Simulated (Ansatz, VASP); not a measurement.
# TlCl in two plane-wave programs

Aim: how closely do two programs agree when they are given the same cell, functional and k mesh?

Program: Ansatz 0.2.0. Level of theory: plane waves, with VASP 6.6.1 beside it; single point at PBE, dielectric response at PBE and single point at PBE, spin-orbit coupling. Results are calculated unless marked as measured.

The database entry behind the starting cell differs from later determinations by our own check (0.1 to 0.3 % short, probably kX units), so it need not match the best structure at ambient conditions.

**1. The starting structure**

The structure is cubic, space group Pm-3m (No. 221). Conventional cell: a = 3.834 Å, b = 3.834 Å, c = 3.834 Å, α = 90.00°, β = 90.00°, γ = 90.00°. Tl has 8 Cl at 3.32 Å nearest. Cl has 8 Tl at 3.32 Å nearest. Farther neighbours and most contacts between anions are not listed.

**2. VASP: single point, PBE**

A single point gives forces, pressure and levels at one fixed geometry, so differences don't come from the geometry; what else differs is listed under the comparison.

Lines of VASP's logs that name or quote its potential files are left out, and so is its time.

INCAR reads:

```
SYSTEM = TlCl
PREC = Accurate
ENCUT = 400
EDIFF = 1E-07
NELM = 100
ISMEAR = 0
SIGMA = 0.05
LREAL = .FALSE.
ALGO = Normal
GGA = PE
NBANDS = 16
LORBIT = 11
LWAVE = .FALSE.
LCHARG = .FALSE.
KPAR = 4
```

POSCAR reads:

```
TlCl
1.0
    3.8340000000      0.0000000000      0.0000000000
    0.0000000000      3.8340000000      0.0000000000
    0.0000000000      0.0000000000      3.8340000000
Tl Cl
1 1
Direct
    0.0000000000      0.0000000000      0.0000000000
    0.5000000000      0.5000000000      0.5000000000
```

KPOINTS reads:

```
Automatic mesh
0
Gamma
6 6 6
0 0 0
```

PAW data sets: Tl_d and Cl (PBE family, release 64).

Launch:

```
$ mpirun -np 4 vasp_std
```

Numbers of over 12 decimals in the logs are rounded to 6 here.

What it wrote:

```text
[banner, memory and clock lines left out]
running    4 mpi-ranks, on    1 nodes
 distrk:  each k-point on    1 cores,    4 groups
 distr:  one band on    1 cores,    1 groups

 POSCAR found type information on POSCAR TlCl
 POSCAR found :  2 types and       2 ions
 LDA part: xc-table for (Slater+PW92), standard interpolation
 POSCAR, INCAR and KPOINTS ok, starting setup
 FFT: planning ... GRIDC
 FFT: planning ... GRID_SOFT
 FFT: planning ... GRID
 WAVECAR not read
 entering main loop
       N       E                     dE             d eps       ncg     rms          rms(c)
DAV:   1     0.841658884489E+02    0.84166E+02   -0.88334E+03   680   0.893E+02
DAV:   2    -0.351078629683E+01   -0.87677E+02   -0.85201E+02   840   0.211E+02
DAV:   3    -0.639302978717E+01   -0.28822E+01   -0.28787E+01   752   0.355E+01
DAV:   4    -0.641239877003E+01   -0.19369E-01   -0.19368E-01   848   0.341E+00
DAV:   5    -0.641268272223E+01   -0.28395E-03   -0.28395E-03   776   0.380E-01    0.321E+00
DAV:   6    -0.603235182836E+01    0.38033E+00   -0.69286E-01   704   0.450E+00    0.205E+00
DAV:   7    -0.600549418937E+01    0.26858E-01   -0.13257E-01   736   0.176E+00    0.128E+00
DAV:   8    -0.600469364422E+01    0.80055E-03   -0.22071E-02   728   0.103E+00    0.288E-01
DAV:   9    -0.600411793774E+01    0.57571E-03   -0.20255E-03   784   0.242E-01    0.120E-01
DAV:  10    -0.600431261921E+01   -0.19468E-03   -0.57191E-04   720   0.125E-01    0.541E-02
DAV:  11    -0.600430162055E+01    0.10999E-04   -0.36670E-05   808   0.394E-02    0.136E-02
DAV:  12    -0.600430178463E+01   -0.16408E-06   -0.30597E-06   752   0.114E-02    0.422E-03
DAV:  13    -0.600430188845E+01   -0.10382E-06   -0.83309E-07   784   0.477E-03    0.180E-03
DAV:  14    -0.600430177463E+01    0.11381E-06   -0.90609E-08   528   0.195E-03    0.433E-04
DAV:  15    -0.600430178418E+01   -0.95522E-08   -0.60542E-09   424   0.526E-04
   1 F= -.60043018E+01 E0= -.60043018E+01  d E =-.596436E-16
```

OUTCAR, selected parts (step 2):

```text
ion  position               nearest neighbor table
   1  0.000  0.000  0.000-   2 3.32   2 3.32   2 3.32   2 3.32   2 3.32   2 3.32   2 3.32   2 3.32

  LATTYP: Found a simple cubic cell.
 ALAT       =     3.8340000000

 Subroutine GETGRP returns: Found 48 space group operations
 (whereof 48 operations were pure point group operations)

The static configuration has the point symmetry O_h .

 Found     20 irreducible k-points:

   k-points           NKPTS =     20   k-points in BZ     NKDIM =     20   number of bands    NBANDS=     16

   dimension x,y,z NGX =    28 NGY =   28 NGZ =   28
   dimension x,y,z NGXF=    56 NGYF=   56 NGZF=   56

   ENCUT  =  400.0 eV  29.40 Ry    5.42 a.u.   6.25  6.25  6.25*2*pi/ulx,y,z

   NELECT =      20.0000    total number of electrons

 k-points in reciprocal lattice and weights: Automatic mesh
   0.00000000  0.00000000  0.00000000       0.005
   0.16666667  0.00000000  0.00000000       0.028
   0.33333333  0.00000000  0.00000000       0.028
   0.50000000  0.00000000  0.00000000       0.014
   0.16666667  0.16666667  0.00000000       0.056
   0.33333333  0.16666667  0.00000000       0.111
   0.50000000  0.16666667  0.00000000       0.056
   0.33333333  0.33333333  0.00000000       0.056
   0.50000000  0.33333333  0.00000000       0.056
[...]
0.50000000  0.50000000  0.33333333       0.028
   0.50000000  0.50000000  0.50000000       0.005

 average (electrostatic) potential at core
       1 -85.2820       2 -91.3209

 E-fermi :   2.9904

 k-point     1 :       0.0000    0.0000    0.0000
  band No.  band energies     occupation
    ...
      6      -6.9736      2.00000
      7      -1.8396      2.00000
      8       1.1910      2.00000
      9       1.1910      2.00000
     10       1.1910      2.00000
     11      10.5396      0.00000
     12      10.5396      0.00000
     13      10.5396      0.00000
     14      10.5594      0.00000
     15      10.5594      0.00000
    ...

 k-point     2 :       0.1667    0.0000    0.0000
  band No.  band energies     occupation
    ...
      6      -6.9718      2.00000
      7      -2.0797      2.00000
      8       1.2928      2.00000
      9       1.2928      2.00000
     10       1.4183      2.00000
     11       8.3658      0.00000
     12      10.2248      0.00000
     13      10.2248      0.00000
     14      10.7270      0.00000
     15      12.1851      0.00000
    ...

 k-point     3 :       0.3333    0.0000    0.0000
  band No.  band energies     occupation
    ...
      6      -6.9680      2.00000
      7      -2.5223      2.00000
      8       1.5083      2.00000
      9       1.5083      2.00000
     10       2.0775      2.00000
     11       6.0563      0.00000
     12       9.5980      0.00000
     13       9.5980      0.00000
     14      11.1708      0.00000
     15      14.4336      0.00000
    ...

  Total        0.4201599      0.4201599      0.4201599      0.0000000     -0.0000000     -0.0000000
  in kB       11.9445243     11.9445243     11.9445243      0.0000000     -0.0000000     -0.0000000
  external PRESSURE =      11.9445243 kB  Pullay stress =       0.0000000 kB

  energy-cutoff  :      400.00
  volume of cell :       56.36
      direct lattice vectors                 reciprocal lattice vectors
     3.834000000  0.000000000  0.000000000     0.260824204  0.000000000  0.000000000
     0.000000000  3.834000000  0.000000000     0.000000000  0.260824204  0.000000000
     0.000000000  0.000000000  3.834000000     0.000000000  0.000000000  0.260824204

 POSITION                                       TOTAL-FORCE (eV/Angst)
 -----------------------------------------------------------------------------------
      0.00000      0.00000      0.00000         0.000000      0.000000      0.000000
      1.91700      1.91700      1.91700         0.000000      0.000000      0.000000
 -----------------------------------------------------------------------------------
    total drift:                               -0.000000      0.000000      0.000000

  FREE ENERGIE OF THE ION-ELECTRON SYSTEM (eV)
  ---------------------------------------------------
  free  energy   TOTEN  =        -6.0043017842 eV

  energy  without entropy=       -6.0043017842  energy(sigma->0) =       -6.00430178

 total charge
# of ion       s       p       d       tot
------------------------------------------
    1        1.316   0.120   9.669  11.104
    2        1.603   3.498   0.000   5.101
--------------------------------------------------
tot          2.919   3.617   9.669  16.205

[... 3 further parts left out ...]
```

The run ends at a pressure of 1.19 GPa.

**3. Ansatz: single point, PBE**

Ansatz runs on its default PAW (the set named soft_2) files.

The same cell, functional, mesh and smearing now go to Ansatz, which takes its cutoff from its data sets.

input.yaml reads:

```yaml
crystal:
  lattice:
    - [3.834, 0.0, 0.0]
    - [0.0, 3.834, 0.0]
    - [0.0, 0.0, 3.834]
  atoms:
    - { symbol: Tl, position: [0.0, 0.0, 0.0] }
    - { symbol: Cl, position: [0.5, 0.5, 0.5] }
hamiltonian:
  xc: pbe
  pseudopotentials: { kind: paw }
kpoints:
  mp_grid: { grid: [6, 6, 6] }
scf:
  occupations: { method: gaussian, width: 0.05 }
  n_extra_bands: 4
output:
  forces: true
  stress: true
  eigenvalues: true
  write_density: true
  write_potential: true
  elf: true
  volumetric_format: npy
```

Launch:

```
$ ansatz run input.yaml --threads 2 --pin off --max-ram 4608MiB --backend cpu --events-out ev --progress --plain --runs-dir out
```

What it wrote:

```text
scf.n_extra_bands = 4 over 10 filled bands (N_el = 20.0): the run solves 14 bands
Engine: ansatz 0.2.0, aarch64-unknown-linux-gnu
Pseudopotentials: kind: paw
Pseudopotential: Tl, paw, valence charge 13, recommended cutoff 420 eV (normal), Tl.paw.azcp
Pseudopotential: Cl, paw, valence charge 7, recommended cutoff 420 eV (normal), Cl.paw.azcp
Functional definition: PBE
  parameter kappa = 0.804
  parameter beta = 0.066725
  exchange = pbe_x(kappa = kappa, mu = beta*pi^2/3)
  correlation = pbe_c(beta = beta)
Crystal: 2 atoms, lattice volume = 56.358 Å³
Basis set: ecut = 420 eV, 1141 PW (Γ), exchange–correlation on 54×54×54 points (8 copies of the dense FFT grid, shifted against one another)
Bands: 14, of which v1, the nominal top of the filled ones, is band 10 counted from 1 (9 counted from 0)
Symmetry: 48 space group operations
Space group: Pm-3m (ITA 221), of the structure as read, at distance tolerance 3.8e-5 Å
k-points: 20 of 216
Non-local potential: Tl, projectors of the file, l = 0: 2, l = 1: 2, l = 2: 2, l = 3: 1
Non-local potential: Cl, projectors of the file, l = 0: 2, l = 1: 2, l = 2: 2
PAW form: soft (Blöchl's): semilocal exchange-correlation on the pseudo side does not see the compensation charge
PAW one-centre angular grid: Tl, 590 points (default); XC on 64 Gauss nodes
PAW one-centre angular grid: Cl, 110 points (default); XC on 64 Gauss nodes
Initial density: superposition of atomic densities (neutral atoms: chi_scale 0, normalization atom), corrected by the library's trained network
Initial wavefunctions: pseudopotential atomic-orbital guess
Functional: x = pbe(κ = 0.804, μ = 0.219515), c = pbe(β = 0.066725)
SCF iter   1: F=—  HF=-12525.599175 eV  |F-HF|=—  |Δ(HF+E_count)|=         —  Δρ=4.60e-4  dr2=9.89e-5  ethr=1.77e-3  ⟨swp⟩=6.4  Hψ=1588  notcnv=0
preconditioner: auto → none  [insulator: Δε(μ)=2.064 eV  Ē_g=13.440 eV  σ=0.050 eV  W_gap=1.00  n_scr=6 (ndim 8)  ℏωp=22.1 eV  f_vac=0.000  D(μ)=0.00/eV (n_scr^D=0)  ε∞_Penn≈3.7]
SCF iter   2: F=—  HF=-12525.598515 eV  |F-HF|=—  |Δ(HF+E_count)|=   6.61e-4  Δρ=9.34e-4  dr2=9.28e-4  ethr=4.94e-7  ⟨swp⟩=3.0  Hψ=701  notcnv=0
SCF iter   3: F=—  HF=-12525.598352 eV  |F-HF|=—  |Δ(HF+E_count)|=   1.63e-4  Δρ=6.05e-4  dr2=3.90e-4  ethr=4.94e-7  ⟨swp⟩=2.0  Hψ=480  notcnv=0
SCF iter   4: F=—  HF=-12525.598265 eV  |F-HF|=—  |Δ(HF+E_count)|=   8.71e-5  Δρ=2.62e-4  dr2=7.00e-5  ethr=4.94e-7  ⟨swp⟩=2.0  Hψ=480  notcnv=0
SCF iter   5: F=—  HF=-12525.598258 eV  |F-HF|=—  |Δ(HF+E_count)|=   7.33e-6  Δρ=1.71e-4  dr2=1.96e-5  ethr=3.50e-7  ⟨swp⟩=2.0  Hψ=480  notcnv=0
SCF iter   6: F=—  HF=-12525.598281 eV  |F-HF|=—  |Δ(HF+E_count)|=   2.35e-5  Δρ=2.83e-4  dr2=7.98e-5  ethr=9.79e-8  ⟨swp⟩=2.0  Hψ=480  notcnv=0  recentre
SCF iter   7: F=—  HF=-12525.598260 eV  |F-HF|=—  |Δ(HF+E_count)|=   2.12e-5  Δρ=1.12e-4  dr2=1.24e-5  ethr=9.79e-8  ⟨swp⟩=2.0  Hψ=480  notcnv=0
SCF iter   8: F=—  HF=-12525.598257 eV  |F-HF|=—  |Δ(HF+E_count)|=   3.32e-6  Δρ=4.05e-5  dr2=1.69e-6  ethr=6.19e-8  ⟨swp⟩=1.9  Hψ=348  notcnv=0
SCF iter   9: F=—  HF=-12525.598256 eV  |F-HF|=—  |Δ(HF+E_count)|=   4.81e-7  Δρ=1.12e-5  dr2=1.26e-7  ethr=8.45e-9  ⟨swp⟩=2.0  Hψ=329  notcnv=0
SCF iter  10: F=-12525.598256 eV  HF=-12525.598256 eV  |F-HF|=1.82e-12  |Δ(HF+E_count)|=   3.41e-8  Δρ=1.67e-7  dr2=8.96e-12  ethr=5.00e-10  ⟨swp⟩=8.2  Hψ=1502  notcnv=0
SCF 1 converged in 10 iterations: F = -12525.598256 eV  dr2 = 8.96e-12
  greatest PAW one-centre occupation: 0.967 electrons in one spin orbital (limit 2), on the Tl atom at site 0 (counted from 0), in its partial waves of l = 2
SCF converged after 10 iterations
Free energy (F): -12525.598256 eV
Harris-Foulkes:  -12525.598256 eV  (|F-HF|=1.82e-12)
Internal energy: -12525.598256 eV  (E = F + TS)
E sigma→0 (E₀):  -12525.598256 eV
Fermi energy:    6.254441 eV
--- Per-component energies (eV) ---
  E_band       = -38.678560
  E_kinetic    = 492.402873
  E_local      = -1191.408678  (includes V_loc(G=0)·N_el)
  E_nonlocal   = 346.413876
  E_hartree    = 422.036278
  E_xc         = -338.478318
  E_vxc        = -264.502119  (∫ρ·V_xc dr)
  E_paw        = -10820.950560  (= ΣΔE_a)
  E_vpaw       = -265.657177  (= ΣTr[D̂ρ^β])
  E_aug_tail   = 0.000124  (compensation charges beyond the density's cutoff)
  E_ewald      = -1435.613851
  E_smearing   = -0.000000  (= −TS)
  E_closure    = 0.000000  (closes the sum)
  Σ components = -12525.598256   (vs F -12525.598256, Δ=0.00e0)
--- Forces (eV/Å), atoms counted from 1 ---
  atom   1  Tl    -0.00000000     0.00000000    -0.00000000
  atom   2  Cl     0.00000000    -0.00000000     0.00000000
  max |Σ_I F_I| component: 2.40e-30 eV/Å
--- Stress (GPa, compression-positive) ---
        1.293478       0.000000       0.000000
        0.000000       1.293478       0.000000
        0.000000       0.000000       1.293478
  P = ⅓ Tr σ = 1.2935 GPa (12.935 kbar)
--- Band table (eV; the first three rows and the last of 20) ---
  k-point 0: bands = [... 6 lower, 0.6618, 3.6828, 3.6828, 3.6828, 13.0062, 13.0062, 13.0344, 13.0344]
  k-point 1: bands = [... 6 lower, 0.4206, 3.7847, 3.7847, 3.9116, 10.8558, 12.7132, 12.7132, 13.1716]
  k-point 2: bands = [... 6 lower, -0.0236, 4.0001, 4.0001, 4.5735, 8.5494, 12.0787, 12.0787, 13.6074]
  k-point 19: bands = [... 6 lower, 3.0662, 3.1929, 3.1929, 3.1929, 7.7492, 7.7492, 7.7492, 18.0493]
```

It took 1.1 s on 2 threads of Arm Neoverse V2, shared host; peak memory 0.29 GiB.

The run ends at a pressure of 1.29 GPa.

**4. Comparison**

Known differences besides the potentials themselves: the cutoff is 420 eV in Ansatz and 400 eV in VASP; VASP leaves aspherical gradient terms in its spheres out (LASPH is not set), Ansatz keeps them. Total energies have different zeros and are not compared.

The two programs side by side:

```
              quantity  Ansatz   VASP  difference
        pressure (GPa)    1.29   1.19       +0.10
gap on the k mesh (eV)   2.075  2.081      -0.006
```

A gap on the mesh is an upper bound, since the band edges may lie between its points; neither run holds spin-orbit coupling, which can move the band edges of a compound of Tl. Ansatz's pressure holds a Pulay correction of 0.02 GPa; VASP's holds none.

**5. Ansatz: dielectric response, PBE**

The response to a field tests empty states and converges slowly with the mesh.

input.yaml, the sections that differ from step 3:

```yaml
kpoints:
  mp_grid: { grid: [9, 9, 9] }
scf:
  occupations: { method: fixed }
dielectric:
  method: response
# crystal, hamiltonian: as in step 3
# output: removed
```

What it wrote:

```text
[...]
Crystal: 2 atoms, lattice volume = 56.358 Å³
Basis set: ecut = 420 eV, 1141 PW (Γ), exchange–correlation on 54×54×54 points (8 copies of the dense FFT grid, shifted against one another)
Bands: 14, of which v1, the nominal top of the filled ones, is band 10 counted from 1 (9 counted from 0)
Symmetry: 48 space group operations
k-points: 75 of 729 (irreducible under 8 space group operations, time reversal used)
[...]
site 0:
         2.03449   -0.00000   -0.00000
        -0.00000    2.03449    0.00000
         0.00000    0.00000    2.03449
    site 1:
        -2.03449    0.00000    0.00000
         0.00000   -2.03449    0.00000
         0.00000    0.00000   -2.03449
  Z* charge neutrality: 1.466e-3 e pre-enforcement
  solved inside a basis spanned on kpoints, on 10×10×10 k-points, its susceptibility summed on 14×14×14: ε∞ is read to err by 1.6e-2, Z* by 1.5e-2 e (field_mesh: kpoints solves on kpoints); Z* is corrected for what the basis lacks
[key lines of the parts left out:]
SCF converged after 10 iterations
Free energy (F): -12525.598621 eV
Fermi energy:    5.106399 eV
```

The job ended after 17 s (2 threads; peak memory 0.47 GiB).

**6. VASP: dielectric response, PBE**

The same cell, functional and mesh now go to VASP, with its own data sets and cutoff.

INCAR reads:

```
SYSTEM = TlCl
PREC = Accurate
ENCUT = 400
EDIFF = 1E-08
NELM = 100
ISMEAR = 0
SIGMA = 0.01
LREAL = .FALSE.
ALGO = Normal
GGA = PE
NBANDS = 16
LWAVE = .FALSE.
LCHARG = .FALSE.
KPAR = 4
LEPSILON = .TRUE.
```

POSCAR is that of step 2.

KPOINTS reads:

```
Automatic mesh
0
Gamma
9 9 9
0 0 0
```

Launch:

```
$ mpirun -np 4 vasp_std
```

What it wrote:

```text
[... set-up lines as in an earlier step ...]
 entering main loop
       N       E                     dE             d eps       ncg     rms          rms(c)
DAV:   1     0.805978936826E+02    0.80598E+02   -0.88760E+03  1176   0.891E+02
DAV:   2    -0.363455748865E+01   -0.84232E+02   -0.81575E+02  1424   0.208E+02
DAV:   3    -0.639441720768E+01   -0.27599E+01   -0.27561E+01  1360   0.345E+01
DAV:   4    -0.641262939274E+01   -0.18212E-01   -0.18211E-01  1504   0.329E+00
[...]
DAV:  14    -0.600467799173E+01    0.11965E-06   -0.11048E-07  1408   0.213E-03    0.468E-04
DAV:  15    -0.600467800185E+01   -0.10124E-07   -0.90867E-09  1256   0.605E-04    0.168E-04
DAV:  16    -0.600467801112E+01   -0.92630E-08   -0.34288E-10   792   0.148E-04
   1 F= -.60046780E+01 E0= -.60046780E+01  d E =-.166952E-60
 Linear response reoptimize wavefunctions to high precision
DAV:   1    -0.600467801019E+01    0.92155E-09   -0.54692E-11   824   0.547E-05
DAV:   2    -0.600467801020E+01   -0.22737E-11   -0.12315E-11   720   0.163E-05
 Linear response G [H, r] |phi>, progress :
  Direction:   1
[...]
RMM:  11    -0.742132343743E+00   -0.70458E-06   -0.29068E-06  3712   0.182E-04    0.277E-05
RMM:  12    -0.742132191757E+00    0.15199E-06    0.80454E-07  2752   0.109E-04    0.887E-06
 change of polarisation eV/A/(eV/A) component  2 :     0.133     1.344    -0.074
 dielectric tensor                  component  2 :     0.428     5.314    -0.238
 Linear response to external field, progress :
  Direction:   3
       N       E                     dE             d eps       ncg     rms          rms(c)
RMM:   1    -0.722448816727E+00   -0.72245E+00   -0.31383E+00  4750   0.362E+00
RMM:   2    -0.750025759641E+00   -0.27577E-01   -0.12512E-02  4053   0.571E-01    0.164E+00
RMM:   3    -0.692357288644E+00    0.57668E-01   -0.76823E-02  3475   0.162E+00    0.835E-01
RMM:   4    -0.717935380894E+00   -0.25578E-01   -0.50214E-02  3923   0.128E+00    0.291E-01
[...]
RMM:  10    -0.742131619087E+00    0.59573E-07   -0.82389E-07  4149   0.547E-04    0.170E-04
RMM:  11    -0.742132341091E+00   -0.72200E-06   -0.23760E-06  3703   0.182E-04    0.278E-05
RMM:  12    -0.742132188857E+00    0.15223E-06    0.82191E-07  2749   0.109E-04    0.889E-06
 change of polarisation eV/A/(eV/A) component  3 :     0.037     0.022     1.344
 dielectric tensor                  component  3 :     0.120     0.071     5.314
 Born effective charges drift removed
```

Parts of OUTCAR (step 6):

```text
  Total        0.4177159      0.4177159      0.4177159     -0.0000000      0.0000000      0.0000000
  in kB       11.8750444     11.8750444     11.8750444     -0.0000000      0.0000000      0.0000000
  external PRESSURE =      11.8750444 kB  Pullay stress =       0.0000000 kB

 MACROSCOPIC STATIC DIELECTRIC TENSOR (including local field effects in DFT)
 ------------------------------------------------------
           5.314379     0.000000     0.000000
          -0.000000     5.314379    -0.000000
           0.000000     0.000000     5.314379
 ------------------------------------------------------

[... 2 parts as in an earlier step ...]

[... 1 further part left out ...]
```

**7. Comparison**

What differs besides the data sets and the points named for the pairs above, as far as they apply: VASP's response is taken on the typed mesh, Ansatz refines its own for the field response alone. Total energies have different zeros and are not compared.

The two programs side by side:

```
                                     quantity  Ansatz   VASP  difference
                                        ε∞ xx    5.32   5.31     +0.14 %
                                        ε∞ yy    5.32   5.31     +0.14 %
                                        ε∞ zz    5.32   5.31     +0.14 %
Born charge of Tl1 (mean of the diagonal) (e)    2.03   2.03        0.00
Born charge of Cl2 (mean of the diagonal) (e)   -2.03  -2.03        0.00
```

(Part 1 of 2 ends here.)

[Lines on the potential files, build, host, timing and source positions are cut from VASP's logs without a mark.]

[Logs are printed without paths, hosts, clocks, repeated set-up lines and the standing remarks that a program may print on its own settings, such as how far it seeks lower states.]

[Hosts, paths, dates, database ids (printed as entryN), source tags and the programs' standing remarks are cut or masked in the printed files.]
